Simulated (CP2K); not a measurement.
Re under changes of volume

One of the cells (15.407 Å³/atom); the others are scaled copies at fixed shape and fractional positions:

```xyz
1
Lattice="2.7931 0.0000 0.0000 1.3965 2.4189 0.0000 1.3965 0.8063 2.2805" Properties=species:S:1:pos:R:3 pbc="T T T"
Re    0.0000    0.0000    0.0000
```

This isn't the form of Re at room conditions, which is hcp.

* Program: CP2K 2026.2
* Functional: PBE
* Potentials or basis: POTENTIAL_UZH Re GTH-PBE-q15; TZVP-MOLOPT-PBE-GTH basis
* Density cutoff: 6123 eV
* k mesh: 12 × 12 × 12
* Occupations: fermi-dirac, width 0.05 eV
* Spin: no spin polarisation

```csv
volume (Å³/atom),energy over the lowest point (meV/atom),pressure (GPa)
14.483,?,?
14.791,0.00,3.6
15.099,0.56,-4.0
15.407,14.91,-10.7
15.716,41.55,-16.8
16.024,79.17,-22.1
16.332,126.54,-26.9
```

**Question.** What does the run at 14.483 Å³/atom give?

**Answer.** Energy over the lowest point 14.83 meV/atom; pressure 12.1 GPa.

Worked out: A Birch-Murnaghan fit of order 3 (a polynomial in V^(-2/3)) to the other rows has its minimum at 14.93 Å³/atom with B0 = V·E''(V) = 368 GPa and B' = 4.5. It gives 14.80 meV/atom at 14.483 Å³/atom, against the run's 14.83, and -dE/dV = 12.0 GPa, against 12.1.

Energies are extrapolated to zero smearing.

Caveats: the basis of atomic orbitals isn't converged, which shifts pressures, moduli and gaps.
